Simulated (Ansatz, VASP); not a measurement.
**Cross-check of C (C (Fd-3m)) between VASP and Ansatz**

One calculation is typed for both programs; each brings its own data sets. How far apart do they land? The cell is taken from a series of runs on this material, whose earlier steps may have relaxed, scaled, displaced or heated it; both programs get it as it stands.

Main program and level: Ansatz 0.2.0; plane waves, with VASP 6.6.1 beside it; single point at PBEsol.

## 1. Set-up

The cell holds 216 atoms: 216 C. Cell: a = 10.636 Å, b = 10.636 Å, c = 10.636 Å, α = 90.0°, β = 90.0°, γ = 90.0°.

## 2. Ansatz: single point, PBEsol

Ansatz runs on its default PAW (the set named soft_2) files.

With cell and atoms fixed, the geometry can't cause a difference; cores, projectors, grids and the points listed under the comparison can.

The input, input.yaml:

```yaml
crystal:
  lattice:
    - [10.6361743075, 0.0, 0.0]
    - [0.0, 10.6361743075, 0.0]
    - [0.0, 0.0, 10.6361743075]
  atoms:
    - { symbol: C, position: [0.0, 0.0, 0.0] }
    - { symbol: C, position: [0.0, 0.1666666667, 0.1666666667] }
    - { symbol: C, position: [0.1666666667, 0.0, 0.1666666667] }
    - { symbol: C, position: [0.1666666667, 0.1666666667, 0.0] }
    - { symbol: C, position: [0.0833333333, 0.0833333333, 0.0833333333] }
    - { symbol: C, position: [0.0833333333, 0.25, 0.25] }
    - { symbol: C, position: [0.25, 0.0833333333, 0.25] }
    - { symbol: C, position: [0.25, 0.25, 0.0833333333] }
    - { symbol: C, position: [0.0, 0.0, 0.3333333333] }
    - { symbol: C, position: [0.0, 0.1666666667, 0.5] }
    - { symbol: C, position: [0.1666666667, 0.0, 0.5] }
    - { symbol: C, position: [0.1666666667, 0.1666666667, 0.3333333333] }
    - { symbol: C, position: [0.0833333333, 0.0833333333, 0.4166666667] }
    - { symbol: C, position: [0.0833333333, 0.25, 0.5833333333] }
    - { symbol: C, position: [0.25, 0.0833333333, 0.5833333333] }
    - { symbol: C, position: [0.25, 0.25, 0.4166666667] }
    - { symbol: C, position: [0.0, 0.0, 0.6666666667] }
    - { symbol: C, position: [0.0, 0.1666666667, 0.8333333333] }
    - { symbol: C, position: [0.1666666667, 0.0, 0.8333333333] }
    - { symbol: C, position: [0.1666666667, 0.1666666667, 0.6666666667] }
    - { symbol: C, position: [0.0833333333, 0.0833333333, 0.75] }
    - { symbol: C, position: [0.0833333333, 0.25, 0.9166666667] }
    - { symbol: C, position: [0.25, 0.0833333333, 0.9166666667] }
    - { symbol: C, position: [0.25, 0.25, 0.75] }
    - { symbol: C, position: [0.0, 0.3333333333, 0.0] }
    - { symbol: C, position: [0.0, 0.5, 0.1666666667] }
    - { symbol: C, position: [0.1666666667, 0.3333333333, 0.1666666667] }
    - { symbol: C, position: [0.1666666667, 0.5, 0.0] }
    - { symbol: C, position: [0.0833333333, 0.4166666667, 0.0833333333] }
    - { symbol: C, position: [0.0833333333, 0.5833333333, 0.25] }
[... 180 atom lines left out ...]
    - { symbol: C, position: [0.8333333333, 0.6666666667, 0.8333333333] }
    - { symbol: C, position: [0.8333333333, 0.8333333333, 0.6666666667] }
    - { symbol: C, position: [0.75, 0.75, 0.75] }
    - { symbol: C, position: [0.75, 0.9166666667, 0.9166666667] }
    - { symbol: C, position: [0.9166666667, 0.75, 0.9166666667] }
    - { symbol: C, position: [0.9166666667, 0.9166666667, 0.75] }
basis:
  ecutwfc: 420
  xc_grid: 2
hamiltonian:
  xc: pbesol
kpoints:
  mp_grid: { grid: [1, 1, 1] }
scf:
  occupations: { method: fermi_dirac, width: 0.01 }
  max_iter: 100
  lower_state_search: "off"
checkpoint:
  write: "../pristine.sampling_gamma.run"
  compress: false
  write_wavefunctions: false
  write_every: 100000
```

Started as:

```console
ansatz run input.yaml --threads 10 --pin off --max-ram 65945MiB --backend cuda --events-out ev --progress --plain --runs-dir out
```

Numbers of over 12 decimals in the logs are rounded to 6 here.

What it wrote:

```text
Engine: ansatz 0.2.0, x86_64-unknown-linux-gnu
Pseudopotentials: kind: paw
Pseudopotential: C, paw, valence charge 4, recommended cutoff 420 eV (normal), C.paw.azcp
Functional definition: PBEsol
  exchange = pbesol_x
  correlation = pbesol_c
device memory: the entry about to start is reckoned to put 4.9 GiB on a device that reports 78.6 GiB free
GPU FFT provider: cuFFT
GPU libraries: cuBLAS 13.8.2, cuFFT 12.4.0, cuSOLVER 12.3.4
Crystal: 216 atoms, lattice volume = 1203.251 Å³
Basis set: ecut = 420 eV, 23583 PW (Γ), exchange–correlation on 144×144×144 points (8 copies of the dense FFT grid, shifted against one another)
Bands: 648, of which v1, the nominal top of the filled ones, is band 432 counted from 1 (431 counted from 0)
Symmetry: 5184 space group operations
Space group: Fd-3m (ITA 227), of the structure as read, at distance tolerance 1.1e-4 Å
k-points: 1
Non-local potential: C, projectors of the file, l = 0: 2, l = 1: 2, l = 2: 1
PAW form: soft (Blöchl's): semilocal exchange-correlation on the pseudo side does not see the compensation charge
PAW frozen core: C, regenerated for the run's functional, and the local potential with it (the file was generated under x = pbe(κ = 0.804, μ = 0.219515), c = pbe(β = 0.066725))
PAW one-centre angular grid: C, 110 points (default); XC on 64 Gauss nodes
Initial density: superposition of atomic densities (neutral atoms: chi_scale 0, normalization atom), corrected by the library's trained network
Initial wavefunctions: pseudopotential atomic-orbital guess
GPU buffer pool allocated for 373248 grid points (all kernels)
GPU transforms: local potential and band sums: pruned to the plane-wave sphere, on 72×72×72
Functional: x = pbesol(κ = 0.804, μ = 0.123457), c = pbesol(β = 0.046)
SCF iter   1: F=—  HF=-53278.445320 eV  |F-HF|=—  |Δ(HF+E_count)|=         —  Δρ=5.38e-3  dr2=2.80e-1  ethr=1.77e-3  ⟨swp⟩=5.0  Hψ=2655  notcnv=0  defer=60
preconditioner: auto → Resta (q_TF=auto, 2.582 Å⁻¹)  ε∞=4.4  [insulator: Δε(μ)=4.055 eV  Ē_g=17.123 eV  σ=0.010 eV  W_gap=1.00  n_scr=364 (ndim 8)  ℏωp=31.5 eV  f_vac=0.000  D(μ)=0.00/eV (n_scr^D=0)  ε∞_Penn≈4.4]
SCF iter   2: F=—  HF=-53278.391696 eV  |F-HF|=—  |Δ(HF+E_count)|=   5.36e-2  Δρ=2.91e-3  dr2=8.58e-2  ethr=3.24e-5  ⟨swp⟩=2.0  Hψ=1184  notcnv=0  defer=210
SCF iter   3: F=—  HF=-53278.370925 eV  |F-HF|=—  |Δ(HF+E_count)|=   2.08e-2  Δρ=2.88e-4  dr2=5.03e-4  ethr=9.94e-6  ⟨swp⟩=3.0  Hψ=876  notcnv=0  defer=62
automatic band count: iteration 3 solves 500 bands in place of 648: the levels show a gap, and the empty bands left out lie too high to hold charge; the band table lists the bands solved (type scf.n_extra_bands for more)
SCF iter   4: F=—  HF=-53278.371433 eV  |F-HF|=—  |Δ(HF+E_count)|=   5.08e-4  Δρ=4.28e-5  dr2=1.09e-5  ethr=5.83e-8  ⟨swp⟩=2.0  Hψ=710  notcnv=0  defer=62
SCF iter   5: F=—  HF=-53278.375591 eV  |F-HF|=—  |Δ(HF+E_count)|=   4.16e-3  Δρ=5.63e-6  dr2=1.02e-7  ethr=1.26e-9  ⟨swp⟩=2.0  Hψ=744  notcnv=0  defer=62
SCF iter   6: F=-53278.375591 eV  HF=-53278.375591 eV  |F-HF|=2.18e-10  |Δ(HF+E_count)|=   9.45e-8  Δρ=3.22e-7  dr2=7.56e-10  ethr=1.16e-11  ⟨swp⟩=3.0  Hψ=939  notcnv=0
SCF 1 converged in 6 iterations: F = -53278.375591 eV  dr2 = 7.56e-10
  greatest PAW one-centre occupation: 0.644 electrons in one spin orbital (limit 2), on the C atom at site 215 (counted from 0), in its partial waves of l = 0
SCF converged after 6 iterations
Free energy (F): -53278.375591 eV
Harris-Foulkes:  -53278.375591 eV  (|F-HF|=2.18e-10)
Internal energy: -53278.375591 eV  (E = F + TS)
E sigma→0 (E₀):  -53278.375591 eV
Fermi energy:    15.658635 eV
--- Per-component energies (eV) ---
  E_band       = 3893.881267
  E_kinetic    = 20008.840718
  E_local      = -13007.077415  (includes V_loc(G=0)·N_el)
  E_nonlocal   = 5788.602701
  E_hartree    = 2818.727123
  E_xc         = -10480.977362
  E_vxc        = -13052.868345  (∫ρ·V_xc dr)
  E_paw        = -20604.936763  (= ΣΔE_a)
  E_vpaw       = -1481.074799  (= ΣTr[D̂ρ^β])
  E_aug_tail   = 0.001774  (compensation charges beyond the density's cutoff)
  E_ewald      = -37806.114076
  E_core_change = 4.557709  (= ΣΔE_core)
  E_smearing   = -0.000000  (= −TS)
  E_closure    = 0.000000  (closes the sum)
  Σ components = -53278.375591   (vs F -53278.375591, Δ=0.00e0)
```

## 3. VASP: single point, PBEsol

The same cell, functional, mesh and smearing now go to VASP, with its own data sets.

Lines of VASP's logs that name or quote its potential files are left out, and so is its time.

The input, INCAR:

```
SYSTEM = C
PREC = Accurate
ENCUT = 520
EDIFF = 1E-06
NELM = 120
ISMEAR = -1
SIGMA = 0.01
LREAL = Auto
ALGO = Normal
GGA = PS
NBANDS = 583
LORBIT = 11
LWAVE = .FALSE.
LCHARG = .FALSE.
ISIF = 2
LASPH = .TRUE.
GGA_COMPAT = .FALSE.
EFERMI = MIDGAP
```

The input, POSCAR:

```
C
1.0
   10.6361743075      0.0000000000      0.0000000000
    0.0000000000     10.6361743075      0.0000000000
    0.0000000000      0.0000000000     10.6361743075
C
216
Direct
    0.0000000000      0.0000000000      0.0000000000
    0.0000000000      0.1666666667      0.1666666667
    0.1666666667      0.0000000000      0.1666666667
    0.1666666667      0.1666666667      0.0000000000
    0.0833333333      0.0833333333      0.0833333333
    0.0833333333      0.2500000000      0.2500000000
    0.2500000000      0.0833333333      0.2500000000
    0.2500000000      0.2500000000      0.0833333333
    0.0000000000      0.0000000000      0.3333333333
    0.0000000000      0.1666666667      0.5000000000
    0.1666666667      0.0000000000      0.5000000000
    0.1666666667      0.1666666667      0.3333333333
    0.0833333333      0.0833333333      0.4166666667
    0.0833333333      0.2500000000      0.5833333333
    0.2500000000      0.0833333333      0.5833333333
    0.2500000000      0.2500000000      0.4166666667
    0.0000000000      0.0000000000      0.6666666667
    0.0000000000      0.1666666667      0.8333333333
    0.1666666667      0.0000000000      0.8333333333
    0.1666666667      0.1666666667      0.6666666667
    0.0833333333      0.0833333333      0.7500000000
    0.0833333333      0.2500000000      0.9166666667
    0.2500000000      0.0833333333      0.9166666667
    0.2500000000      0.2500000000      0.7500000000
    0.0000000000      0.3333333333      0.0000000000
    0.0000000000      0.5000000000      0.1666666667
    0.1666666667      0.3333333333      0.1666666667
    0.1666666667      0.5000000000      0.0000000000
    0.0833333333      0.4166666667      0.0833333333
    0.0833333333      0.5833333333      0.2500000000
[... 180 atom lines left out ...]
    0.8333333333      0.6666666667      0.8333333333
    0.8333333333      0.8333333333      0.6666666667
    0.7500000000      0.7500000000      0.7500000000
    0.7500000000      0.9166666667      0.9166666667
    0.9166666667      0.7500000000      0.9166666667
    0.9166666667      0.9166666667      0.7500000000
```

The input, KPOINTS:

```
Automatic mesh
0
Gamma
1 1 1
0 0 0
```

PAW data sets: C (PBE family, release 64).

Started as:

```console
export OMP_NUM_THREADS=3
mpirun -np 1 vasp_gam
```

What it wrote:

```text
[banner, memory and clock lines left out]
running    1 mpi-ranks, on    1 nodes
[...]
Offloading initialized ...    1 GPUs detected
[...]
|                                                                             |
|               ----> ADVICE to this user running VASP <----                  |
|                                                                             |
|     You enforced a specific xc type in the INCAR file but a different       |
|     [... a line on the potential file left out ...]
|     I HOPE YOU KNOW WHAT YOU ARE DOING!                                     |
|                                                                             |

 LDA part: xc-table for (Slater+PW92), standard interpolation
 POSCAR, INCAR and KPOINTS ok, starting setup
[...]
entering main loop
       N       E                     dE             d eps       ncg     rms          rms(c)
DAV:   1     0.609726255815E+04    0.60973E+04   -0.52815E+05  1166   0.155E+03
DAV:   2    -0.154941166524E+04   -0.76467E+04   -0.71654E+04  1525   0.354E+02
DAV:   3    -0.213909733495E+04   -0.58969E+03   -0.58325E+03  1468   0.927E+01
DAV:   4    -0.215266247688E+04   -0.13565E+02   -0.13499E+02  1452   0.150E+01
[...]
DAV:  11    -0.207703043634E+04    0.27920E-04   -0.10661E-04  1428   0.132E-02    0.283E-03
DAV:  12    -0.207703043761E+04   -0.12705E-05   -0.24922E-06  1060   0.177E-03    0.952E-04
DAV:  13    -0.207703043770E+04   -0.89430E-07   -0.24891E-07   940   0.653E-04
   1 F= -.20770304E+04 E0= -.20770304E+04  d E =0.000000E+00
```

From OUTCAR (step 3):

```text
  FREE ENERGIE OF THE ION-ELECTRON SYSTEM (eV)
  ---------------------------------------------------
  free  energy   TOTEN  =     -2077.0304376962 eV

  energy  without entropy=    -2077.0304376962  energy(sigma->0) =    -2077.03043770
```

The run ends at a pressure of 4.48 GPa.

## 4. Side by side

Known differences besides the potentials themselves: the cutoff is 420 eV in Ansatz and 520 eV in VASP (PREC = Accurate, projectors in real space); Ansatz makes its cores anew for this functional, VASP keeps those of its PBE data sets. Total energies have different zeros and are not compared.

Compared:

```tsv
quantity	Ansatz	VASP	difference
gap on the k mesh (eV)	4.080	4.074	+0.006
```

A gap on the mesh is an upper bound, since the band edges may lie between its points.

## 5. Results

```json
{
  "difference in gap on the k mesh (single point, PBEsol)": "0.0059 eV"
}
```

In words: The difference in gap on the k mesh is 0.0059 eV (single point, PBEsol), within the 0.08 eV picked in this series as the mark of a large difference. Such differences can come from data sets, numerical settings and the points named under the comparisons, not from the functional's error against experiment.

[Lines on the potential files, build, host, timing and source positions are cut from VASP's logs without a mark.]

[Logs are printed without paths, hosts, clocks, repeated set-up lines and the standing remarks that a program may print on its own settings, such as how far it seeks lower states.]

[Hosts, paths, dates, database ids (printed as entryN), source tags and the programs' standing remarks are cut or masked in the printed files.]
